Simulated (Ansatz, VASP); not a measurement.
Given: the input of a run of VASP 6.6.1 on W.

Contents of INCAR:

```
SYSTEM = W
PREC = Accurate
ENCUT = 600
EDIFF = 1E-6
ISMEAR = -1
SIGMA = 0.05
LREAL = .FALSE.
LASPH = .TRUE.
NELM = 80
ALGO = Normal
ISIF = 3
LWAVE = .FALSE.
LCHARG = .FALSE.
METAGGA = R2SCAN
LMIXTAU = .TRUE.
IBRION = 2
NSW = 40
EDIFFG = -0.005
```

The input KPOINTS:

```
Automatic mesh
0
G
  11 11 11
  0 0 0
```

The input POSCAR:

```
W
1.0
    0.0000000000      2.0300000000      2.0300000000
    2.0300000000      0.0000000000      2.0300000000
    2.0300000000      2.0300000000      0.0000000000
W
1
Direct
    0.0000000000      0.0000000000      0.0000000000
```

Potentials or basis: VASP PAW PBE potentials, release 64 (W_sv).

The run is started by

```bash
$ cat potpaw_PBE.64/W_sv/POTCAR > POTCAR
$ mpirun -np 1 vasp_std > vasp.out
```

Set up the same calculation for Ansatz 0.2.0. Potentials there: Ansatz PAW.

As run (the cutoff follows the program's own potentials):

input.yaml

```yaml
crystal:
  lattice:
    - [0.0, 2.03, 2.03]
    - [2.03, 0.0, 2.03]
    - [2.03, 2.03, 0.0]
  atoms:
    - { symbol: W, position: [0.0, 0.0, 0.0] }
hamiltonian:
  xc: r2scan
  pseudopotentials: { kind: paw }
kpoints:
  mp_grid: { grid: [11, 11, 11] }
scf:
  occupations: { method: fermi_dirac, width: 0.05 }
output:
  forces: true
  stress: true
  eigenvalues: true
relax:
  f_tol: 0.01
  max_steps: 40
  cell: { stress_tol: 0.05 }
```

Potentials or basis: Ansatz PAW.

Launch:

```bash
$ ansatz run input.yaml --threads 2 --pin off --max-ram 5632MiB --backend cpu --events-out ev --progress --plain --runs-dir out
```

Both were run:

|  | VASP | Ansatz | Ansatz less VASP |
| --- | --- | --- | --- |
| gap on the k mesh at the Fermi level, each at its own relaxed structure (eV) | none | none | - |
| relaxed volume (Å³/atom) | 16.24 | 16.18 | -0.059 |
| relaxed cell length with the largest relative difference (Å) | 2.843 | 2.839 | -0.0034 |
| energy change over the relaxation (meV/atom) | -13 | -17 | -3.4 |

A gap of «none» marks a metal or a gap that the smearing closes.

Caveats: the PAW data sets were made with another functional, which shifts forces and pressure a little (VASP); the plane-wave basis is chosen anew once the cell has moved, so the energies of steps on either side of that aren't comparable (Ansatz); the PAW data sets come from PBE, with cores solved anew for the run's functional, which leaves a small shift of forces and pressure (Ansatz). Spin-orbit coupling is left out, which matters for the levels of W.
